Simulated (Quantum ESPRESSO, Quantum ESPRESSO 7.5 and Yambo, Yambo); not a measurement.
## MgO (Periclase): a self-consistent loop beyond G0W0, cycle by cycle

Wanted: G0W0 and self-consistent gaps of MgO (Periclase), with the cost of the cycles.

Program: Quantum ESPRESSO 7.5 and Yambo 5.3.0. Level of theory: PBE and many-body steps on it, plane waves. Results are calculated unless marked as measured.

The database entry behind the starting cell differs from later determinations by our own check (about 0.1 % long), so it need not match the best structure at ambient conditions.

### Step 1. The structure

Symmetry: Fm-3m, No. 225, cubic system. Conventional cell: a = 4.217 Å, b = 4.217 Å, c = 4.217 Å, α = 90.00°, β = 90.00°, γ = 90.00°. Mg has 6 O at 2.11 Å nearest. O has 6 Mg at 2.11 Å nearest. Farther neighbours and most contacts between anions are not listed.

The cell and positions come from the Crystallography Open Database and are kept as given unless a step says otherwise.

### Step 2. Empty states on the mesh, 4×4×4 mesh, 86 bands

This step: Quantum ESPRESSO 7.5; DFT, PBE, plane waves, norm-conserving pseudopotentials.

The sums over transitions need many empty states on a uniform mesh; this step solves for them.

pw.in reads:

```
&control
  calculation = 'nscf'
  prefix = 'x'
  outdir = 'o'
  pseudo_dir = 'pseudo'
/
&system
  ibrav = 0
  nat = 2
  ntyp = 2
  ecutwfc = 76.0
  nbnd = 86
  force_symmorphic = .true.
/
&electrons
  conv_thr = 1e-9
  electron_maxstep = 80
  diago_full_acc = .true.
  diago_thr_init = 5e-6
/
ATOMIC_SPECIES
  Mg 24.305 Mg.upf
  O 15.999 O.upf
CELL_PARAMETERS angstrom
  -0.0000000000 2.1085000000 2.1085000000
  2.1085000000 0.0000000000 2.1085000000
  2.1085000000 2.1085000000 0.0000000000
ATOMIC_POSITIONS crystal
  Mg 0.0000000000 0.0000000000 0.0000000000
  O 0.5000000000 0.5000000000 0.5000000000
K_POINTS automatic
  4 4 4 0 0 0
```

Started as:

```
> OMP_NUM_THREADS=1 mpirun -n 4 pw.x -nk 4 -in pw.in > pw.out
```

What it wrote:

```text
Program PWSCF v.7.5 starts

     This program is part of the open-source Quantum ESPRESSO suite
     for quantum simulation of materials; please cite
         "P. Giannozzi et al., J. Phys.:Condens. Matter 21 395502 (2009);
         "P. Giannozzi et al., J. Phys.:Condens. Matter 29 465901 (2017);
         "P. Giannozzi et al., J. Chem. Phys. 152 154105 (2020);
     in publications or presentations arising from this work. More details at

     Atomic positions and unit cell read from directory:
     o/x.save/

     Message from routine setup:
[...]
k =-0.3536-0.3536 0.3536 (  1404 PWs)   bands (ev):

[...]
119.7412 119.8667 119.8667 120.9845 121.7415 121.9023 125.4234 125.4234
   127.7210 131.1261 135.9716 135.9716 138.3843 138.3843 138.4725 138.4725
   138.4906 142.8294 143.7568 147.2214 147.2214 149.1454

          k = 0.3536 0.0000 0.0000 (  1427 PWs)   bands (ev):

     [... further k-points ...]

     highest occupied, lowest unoccupied level (ev):     8.0109   12.7439

     XML data file, pseudopotentials, collected wavefunctions

=------------------------------------------------------------------------------=
   JOB DONE.
=------------------------------------------------------------------------------=
```

Wall time 2 s (4 MPI ranks of Arm Neoverse V1, shared host); peak memory 0.05 GiB; 7.6 s of CPU time.

This step gave:

- gap: 4.733 eV
- k of the valence top: 0, 0, 0
- k of the conduction bottom: 0, 0, 0
- least direct gap: 4.733 eV
- k points computed: 8
- lowest point of the top converged band, above the valence top: 137.1542 eV

On this mesh the gap is 4.733 eV.

The density comes from a self-consistent run that is not shown.

### Step 3. Conversion and set-up

This step: Yambo 5.3.0; conversion and set-up on PBE, plane waves, norm-conserving pseudopotentials.

The states are converted to the many-body program's format and the q mesh is built.

Started as:

```
> (cd o/x.save; p2y > p2y.log; mv SAVE ../..); yambo > setup.log
```

What it wrote:

```text
 Yambo, version 5.3.0

 [02] CORE Variables Setup
 =========================

  [02.01] Unit cells
  ==================

  Cell kind             :  FCC
  Atoms in the cell     :  Mg  O
  number of Mg atoms    :  1
  number of O  atoms    :  1

  List of atomic masses
  Mass of Mg    :  24.30500
  Mass of O     :  15.99900

  List of atomic coordinates    : [cc]
  Mg1       :  0.000000  0.000000  0.000000  order 1
  O1       :  3.984488  3.984488  3.984488  order 2

  Alat factors          :  3.984488  3.984488  3.984488 [a.u.]
  Direct lattice volume :  126.5166 [a.u.]
[...]
==========================================

 IBZ Q-points                                      :   8
 BZ  Q-points                                      :   64

 K/Q-points units:
 rlu = crystal or reduced units; cc = cartesian coordinates; iku = interal k-units

 Q [1]          [rlu]:  0.000000  0.000000  0.000000
 Q [2]          [rlu]:  0.15368E-17  0.15368E-17  0.25000
 Q [3]          [rlu]: -0.30736E-17 -0.30736E-17 -0.50000
[...]
Q [7]          [rlu]: -0.18936E-16 -0.50000     -0.50000
 Q [8]          [rlu]:  0.250000 -0.500000 -0.250000

  [03.01] X indexes
  =================

   [03.01.01] Sigma indexes
   ========================

 [06] Game Over & Game summary
```

Wall time 1.8 s (1 MPI rank); peak memory 0.23 GiB.

### Step 4. G0W0

G0W0 replaces the xc potential by the self-energy, built once from these orbitals. Only a window of levels is corrected, while the sums run over the empty bands that the input names.

This step: G0W0 on PBE, plane waves, norm-conserving pseudopotentials.

gw1.in reads:

```
HF_and_locXC
gw0
dyson
ppa
em1d
rim_cut
RandQpts= 1000000
RandGvec= 1 RL
EXXRLvcs= 76 Ry
VXCRLvcs= 304 Ry
Chimod= "HARTREE"
% BndsRnXp
 1 | 86 |
%
NGsBlkXp= 15.5 Ry
% LongDrXp
 1 | 1 | 1 |
%
% GbndRnge
 1 | 86 |
%
DysSolver= "n"
ExtendOut
PPAPntXp= 27.21138 eV
% QPkrange
 1 | 1 | 7 | 10 |
%
```

Started as:

```
> OMP_NUM_THREADS=1 mpirun -n 4 yambo -F gw1.in -J gw1 -C gw1 > gw1.log
```

What it wrote:

```text
 Yambo, version 5.3.0

 [02] CORE Variables Setup
 =========================

  [... cell, symmetries and grids as in the set-up ...]

  [02.05] Energies & Occupations
  ==============================

  [X] === General ===
  [X] Electronic Temperature                        :  0.000000  0.000000 [eV K]
  [X] Bosonic    Temperature                        :  0.000000  0.000000 [eV K]
  [X] Finite Temperature mode                       : no
  [X] El. density                                   :  0.85343E+24 [cm-3]
  [X] Fermi Level                                   :  8.010855 [eV]

  [X] === Gaps and Widths ===
  [X] Conduction Band Min                           :  4.733022 [eV]
  [X] Valence Band Max                              :  0.000000 [eV]
  [X] Filled Bands                                  :   8
  [X] Empty Bands                                   :    9   86
  [X] Direct Gap                                    :  4.733022 [eV]
  [X] Direct Gap localized at k                     :  1
  [X] Indirect Gap                                  :  4.733022 [eV]
  [X] Indirect Gap between kpts                     :  1  1
  [X] Last valence band width                       :  1.746695 [eV]
  [X] 1st conduction band width                     :  6.928393 [eV]

 [03] Transferred momenta grid and indexing
 ==========================================

 IBZ Q-points                                      :   8
 BZ  Q-points                                      :   64

 K/Q-points units:
 rlu = crystal or reduced units; cc = cartesian coordinates; iku = interal k-units

 Q [1]          [rlu]:  0.000000  0.000000  0.000000
 Q [2]          [rlu]:  0.15368E-17  0.15368E-17  0.25000
 Q [3]          [rlu]: -0.30736E-17 -0.30736E-17 -0.50000
 Q [4]          [rlu]:  0.94682E-17  0.25000      0.25000
 Q [5]          [rlu]: -0.96335E-17  0.25000      0.50000
 Q [6]          [rlu]: -0.30736E-17  0.25000     -0.25000
 Q [7]          [rlu]: -0.18936E-16 -0.50000     -0.50000
 Q [8]          [rlu]:  0.250000 -0.500000 -0.250000

 [04] Coloumb potential Random Integration (RIM)
 ===============================================

  [04.01] RIM initialization
  ==========================

  * Diagonal components only detected *

  8 x (sBL volume)        :  0.245077 [a.u.]
  sBZ random points       :  1000000
  Points outside the sBZ  :   7968281
  RL volume               :  1.960614 [a.u.]
  Integrated volume       :  1.968419 [a.u.]

  [04.02] RIM integrals
  =====================

  Gamma point sphere radius             :  0.113514 [a.u.]
  Points outside the sphere             :   800476
  [Int_sBZ(q=0) 1/q^2]*(Vol_sBZ)^(-1/3) =:  7.776341
                                 should be <:  7.795600

  Summary of Coulomb integrals for non-metallic bands |Q|[au] RIM/Bare

  Q [1] 0.100000E-4 0.997530 * Q [2] 0.341411 1.068930
  Q [4] 0.394228 1.068679 * Q [6] 0.557523 1.029814
  Q [5] 0.653753 1.023420 * Q [3] 0.682823 1.020347
  Q [7] 0.788456 1.016896 * Q [8] 0.881520 1.013834

 [05] Dipoles
 ============

  [05.01] Setup: observables and procedures
  =========================================

 [06] Dynamic Dielectric Matrix (PPA)
 ====================================

 [WR./gw1//ndb.pp]---------------------------------------------------------------
  Brillouin Zone Q/K grids (IBZ/BZ)                :    8   64    8   64
  RL vectors                                       :  1893 [WF]
  Coulomb cutoff potential                         : none
  Electronic Temperature                           :  0.000000 [K]
  Bosonic    Temperature                           :  0.000000 [K]
  PPA    diel. fun.  energies                      : Perdew, Burke & Ernzerhof(X)+Perdew, Burke & Ernzerhof(C)
  wavefunctions                                    : Perdew, Burke & Ernzerhof(X)+Perdew, Burke & Ernzerhof(C)
  Global Gauge                                     : length
  X matrix size                                    :  169
  X band range                                     :    1   86
  X e/h energy range                               : -1.000000 -1.000000 [eV]
  X Time ordering                                  : R
  X Hxc Kernel                                     : HARTREE
  X Drude frequency                                :  0.000000  0.000000
  X poles                                          :  100.0000 [o/o]
  RL vectors in the sum                            :  1893
  [r,Vnl] included                                 : yes
  Field direction                                  :  0.577350E-5  0.577350E-5  0.577350E-5
  BZ energy Double Grid                            : no
  BZ energy DbGd points                            : 0
  BZ Q point size factor                           : -1.000000
  X Optical Averaged directions                    : none

 [07] Local Exchange-Correlation + Non-Local Fock
 ================================================

 [VXC] Plane waves :  11311
 [EXS] Plane waves :  1459

 QP @ state[ 1 ] K range:  1  1
 QP @ state[ 1 ] b range:   7  10

 [xc] Functional : Perdew, Burke & Ernzerhof(X)+Perdew, Burke & Ernzerhof(C)
 [xc] LIBXC used to calculate xc functional
  PP Number of Atomic Species                      :  2
  NLCC RL compoments                               :  11311
  PP Number of Atomic Species                      :  2
  NLCC RL compoments                               :  11311

 [xc] E_xc :  -11.58643 [Ha]
      E_xc :  -23.17287 [Ry]

  Local XC kind (lXC) : Perdew, Burke & Ernzerhof(X)+Perdew, Burke & Ernzerhof(C)
  Non-Local XC kind (nlXC) : Hartree-Fock

  Corrections @ K [1] :  [eV]
 <7|nlXC|7> = -25.49764 -0.12822E-17 <7|lXC|7> = -20.11168 -0.18881E-15
 <8|nlXC|8> = -25.49778 -0.68458E-17 <8|lXC|8> = -20.11168 -0.37763E-15
 <9|nlXC|9> = -8.797439  0.42832E-17 <9|lXC|9> = -13.44687  0.37766E-15
 <10|nlXC|10> = -3.682461 -0.88948E-18 <10|lXC|10> = -9.561371 -0.47199E-16

 [08] Dyson equation: Newton solver
 ==================================

  [08.01] G0W0 (W PPA)
  ====================

  [  GW  ] Bands range     :    1   86
  [GW/PPA] G damping       :  0.100000 [eV]

  QP @ state[ 1 ] K range:  1  1
  QP @ state[ 1 ] b range:   7  10

   Sc/G bands                                       :    1   86
   Sc/G damping                                     :  0.100000 ev
   Sc bands terminator                              : no
   Sx RL components                                 :  1459

   QP @ state[ 1 ] K range                          :  1  1
   QP @ state[ 1 ] b range                          :   7  10
   GF energies kind                                 : Perdew, Burke & Ernzerhof(X)+Perdew, Burke & Ernzerhof(C)
   GF WF`s kind                                     : Perdew, Burke & Ernzerhof(X)+Perdew, Burke & Ernzerhof(C)
   Xs energies kind                                 : Perdew, Burke & Ernzerhof(X)+Perdew, Burke & Ernzerhof(C)
   Xs WF`s kind                                     : Perdew, Burke & Ernzerhof(X)+Perdew, Burke & Ernzerhof(C)

 [11] Game Over & Game summary
```

Run time: 19 s. Hardware: 4 MPI ranks; peak memory 1.1 GiB.

Numbers from this step:

| Quantity | Value |
| --- | --- |
| G0W0 gap on the points computed | 6.963 eV |
| starting gap on the mesh | 4.733 eV |
| k of the valence top | 0, 0, 0 |
| k of the conduction bottom | 0, 0, 0 |
| least direct G0W0 gap on the computed points | 6.963 eV |
| Z at the valence top | 0.8005 |
| Z at the conduction bottom | 0.8499 |

The gap on the mesh goes from 4.73 eV to 6.96 eV, a correction of +2.23 eV.

### Step 5. evGW0, cycle 1

This step: evGW0 on PBE, plane waves, norm-conserving pseudopotentials.

gw3.in, as its differences from gw1.in of step 4:

```diff
@@ -25,3 +25,4 @@
 % QPkrange
- 1 | 1 | 7 | 10 |
+ 1 | 8 | 6 | 12 |
 %
+GfnQPdb= "E < ./gw2/ndb.QP"
```

Started as:

```
> OMP_NUM_THREADS=1 mpirun -n 4 yambo -F gw3.in -J gw3,gw1_W -C gw3 > gw3.log
```

What it wrote:

```text
 Yambo, version 5.3.0

 [02] CORE Variables Setup
 =========================

  [... cell, symmetries and grids as in the set-up ...]

  [02.05] Energies & Occupations
  ==============================

  [X] === General ===
  [X] Electronic Temperature                        :  0.000000  0.000000 [eV K]
  [X] Bosonic    Temperature                        :  0.000000  0.000000 [eV K]
  [X] Finite Temperature mode                       : no
  [X] El. density                                   :  0.85343E+24 [cm-3]
  [X] Fermi Level                                   :  8.010855 [eV]

  [X] === Gaps and Widths ===
  [X] Conduction Band Min                           :  4.733022 [eV]
  [X] Valence Band Max                              :  0.000000 [eV]
  [X] Filled Bands                                  :   8
  [X] Empty Bands                                   :    9   86
  [X] Direct Gap                                    :  4.733022 [eV]
  [X] Direct Gap localized at k                     :  1
  [X] Indirect Gap                                  :  4.733022 [eV]
  [X] Indirect Gap between kpts                     :  1  1
  [X] Last valence band width                       :  1.746695 [eV]
  [X] 1st conduction band width                     :  6.928393 [eV]

 [03] Transferred momenta grid and indexing
 ==========================================

 IBZ Q-points                                      :   8
 BZ  Q-points                                      :   64

 K/Q-points units:
 rlu = crystal or reduced units; cc = cartesian coordinates; iku = interal k-units

 Q [1]          [rlu]:  0.000000  0.000000  0.000000
 Q [2]          [rlu]:  0.15368E-17  0.15368E-17  0.25000
 Q [3]          [rlu]: -0.30736E-17 -0.30736E-17 -0.50000
[...]
[G+QP] Direct Gap localized at k                  :  1
  [G+QP] Indirect Gap                               :  6.963243 [eV]
  [G+QP] Indirect Gap between kpts                  :  1  1
  [G+QP] Last valence band width                    :  2.067232 [eV]
  [G+QP] 1st conduction band width                  :  7.476046 [eV]

  [coarse-grid] Minimum Bare Gap        [ev]:  4.733022
  [coarse-grid] Minimum Gap Correction  [ev]:  2.230221

  Eqp @ K [1]
   -83.0413     -44.9040     -44.9040     -44.9040     -19.7238      0.00000    -0.267002E-3 -0.592498E-4
    6.96318  18.29085  18.29177  18.29228  22.61473  24.70274  24.70274  27.33726
  Eqp @ K [2]
  -83.03645 -44.95192 -44.90906 -44.90906 -19.03575  -3.04240  -0.40025  -0.40016
[...]
Eqp @ K [3]
[...]
Eqp @ K [4]
[...]
Eqp @ K [5]
[...]
[... 2 further k-points ...]
  Eqp @ K [8]
  -83.02840 -44.96086 -44.96086 -44.93856 -17.89613  -3.37897  -3.37920  -2.06729
   14.43923  14.43925  14.95707  18.28474  25.00471  25.00471  29.72190  32.40700

 [07] Dipoles
 ============

  [07.01] Setup: observables and procedures
  =========================================

 [08] Dynamic Dielectric Matrix (PPA)
 ====================================

   Sc/G bands                                       :    1   86
   Sc/G damping                                     :  0.100000 ev
   Sc bands terminator                              : no
   Sx RL components                                 :  1459

   QP @ state[ 1 ] K range                          :   1   8
   QP @ state[ 1 ] b range                          :   6  12
   GF energies kind                                 : Perdew, Burke & Ernzerhof(X)+Perdew, Burke & Ernzerhof(C)+ E < ./gw2/ndb.QP + @E Fit
   GF WF`s kind                                     : Perdew, Burke & Ernzerhof(X)+Perdew, Burke & Ernzerhof(C)
   Xs energies kind                                 : Perdew, Burke & Ernzerhof(X)+Perdew, Burke & Ernzerhof(C)
   Xs WF`s kind                                     : Perdew, Burke & Ernzerhof(X)+Perdew, Burke & Ernzerhof(C)

 [13] Game Over & Game summary
```

It took 89 s on 4 MPI ranks; peak memory 1.2 GiB; 5.9 min of CPU time.

This step gave:

```
quasiparticle gap on the mesh                         : 7.213 eV
gap of the density functional on the mesh             : 4.733 eV
k of the valence top                                  : 0, 0, 0
k of the conduction bottom                            : 0, 0, 0
least direct quasiparticle gap on the computed points : 7.213 eV
Z at the valence top                                  : 0.8055
Z at the conduction bottom                            : 0.8663
```

Against G0W0 in Yambo (4×4×4 mesh, 86 bands, screening to 210.9 eV, Godby-Needs plasmon pole), the gap moves by +0.249 eV.

The program's own table gives 7.511 eV, which is too large where the input levels are shifted: this version takes Σc at the unshifted level E₀, yet steps from the shifted one. The value above is the Newton step from E₀, E₀ + Z(Σc + Σx − Vxc), rebuilt from the printed columns.

### Step 6. evGW0, cycle 2

The corrected levels of the last cycle go back in.

gw4.in, as its differences from gw3.in of step 5:

```diff
@@ -27,2 +27,2 @@
 %
-GfnQPdb= "E < ./gw2/ndb.QP"
+GfnQPdb= "E < ./gw3_fix/ndb.QP"
```

Started as:

```
> OMP_NUM_THREADS=1 mpirun -n 4 yambo -F gw4.in -J gw4,gw1_W -C gw4 > gw4.log
```

What it wrote:

```text
 Yambo, version 5.3.0

 [02] CORE Variables Setup
 =========================

  [... cell, symmetries and grids as in the set-up ...]

  [02.05] Energies & Occupations
  ==============================

  [X] === General ===
  [X] Electronic Temperature                        :  0.000000  0.000000 [eV K]
  [X] Bosonic    Temperature                        :  0.000000  0.000000 [eV K]
  [X] Finite Temperature mode                       : no
  [X] El. density                                   :  0.85343E+24 [cm-3]
[...]
Sx RL components                                 :  1459

   QP @ state[ 1 ] K range                          :   1   8
   QP @ state[ 1 ] b range                          :   6  12
   GF energies kind                                 : Perdew, Burke & Ernzerhof(X)+Perdew, Burke & Ernzerhof(C)+ E < ./gw2/ndb.QP + @E Fit+ E < ./gw3_fix/
   GF WF`s kind                                     : Perdew, Burke & Ernzerhof(X)+Perdew, Burke & Ernzerhof(C)
   Xs energies kind                                 : Perdew, Burke & Ernzerhof(X)+Perdew, Burke & Ernzerhof(C)
   Xs WF`s kind                                     : Perdew, Burke & Ernzerhof(X)+Perdew, Burke & Ernzerhof(C)

 [13] Game Over & Game summary
```

Elapsed: 89 s, on 4 MPI ranks; peak memory 1.2 GiB; 5.9 min of CPU time.

This step gave:

* quasiparticle gap on the mesh: 7.239 eV
* gap of the density functional on the mesh: 4.733 eV
* k of the valence top: 0, 0, 0
* k of the conduction bottom: 0, 0, 0
* least direct quasiparticle gap on the computed points: 7.239 eV

Against the cycle before, the gap moves by +0.027 eV.

The program's own table gives 7.566 eV, which is too large where the input levels are shifted: this version takes Σc at the unshifted level E₀, yet steps from the shifted one. The value above is the Newton step from E₀, E₀ + Z(Σc + Σx − Vxc), rebuilt from the printed columns.

[end of part 1 of 2]

[Paths, hosts, dates, memory and timing lines, banners, echoed tables and standing remarks are left out of the program output.]

[Logs are printed without paths, hosts, clocks, repeated set-up lines and the standing remarks that a program may print on its own settings, such as how far it seeks lower states.]

[Runs of the session that timed out or met a known fault of the program may be left out.]

[Hosts, paths, dates, database ids (printed as entryN), source tags and the programs' standing remarks are cut or masked in the printed files.]
